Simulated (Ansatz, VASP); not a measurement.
Ca: VASP beside Ansatz

Contents of INCAR:

```
SYSTEM = Ca
PREC = Accurate ; ENCUT = 520
EDIFF = 1E-7 ; ISMEAR = -1
SIGMA = 0.05 ; LREAL = .False.
LASPH = .True. ; NELM = 100
ALGO = Normal ; ISIF = 2
LWAVE = .False. ; LCHARG = .False.
GGA = PE ; NBANDS = 11
```

Contents of KPOINTS:

```
Automatic mesh
0
Gamma
  8 8 8
  0 0 0
```

POSCAR

```
Ca
1.0
    3.4652418336      0.0000000000      0.0000000000
    0.0000000000      3.4652418336      0.0000000000
    0.0000000000      0.0000000000      3.4652418336
Ca
1
Direct
    0.0000000000      0.0000000000      0.0000000000
```

Contents of input.yaml:

```yaml
crystal:
  lattice:
    - [3.4652418336, 0.0, 0.0]
    - [0.0, 3.4652418336, 0.0]
    - [0.0, 0.0, 3.4652418336]
  atoms:
    - { symbol: Ca, position: [0.0, 0.0, 0.0] }
hamiltonian:
  xc: pbe
  pseudopotentials: { kind: paw }
kpoints:
  mp_grid: { grid: [8, 8, 8] }
scf:
  occupations: { method: fermi_dirac, width: 0.05 }
output:
  forces: true
  stress: true
  eigenvalues: true
```

Change from the starting cell: volume scaled by 0.98.

Alike in both runs: task single point; functional PBE; k mesh 8 × 8 × 8; occupations fermi-dirac, width 0.05 eV; no spin polarisation.

|  | VASP | Ansatz |
| --- | --- | --- |
| version | VASP 6.6.1 | Ansatz 0.2.0 |
| potentials or method | VASP PAW PBE potentials, release 64 (Ca_sv) | Ansatz PAW |
| plane-wave cutoff (eV) | 520 | 420 |
| valence electrons in the cell | 10 | 10 |

|  | VASP | Ansatz | Ansatz less VASP |
| --- | --- | --- | --- |
| gap on the k mesh at the Fermi level (eV) | none | none | - |
| pressure (GPa) | 0.6 | 0.6 | -0.01 |

A gap of «none» marks a metal or a gap that the smearing closes. The functional is the same, so the differences come from potentials, cutoffs and numerics.
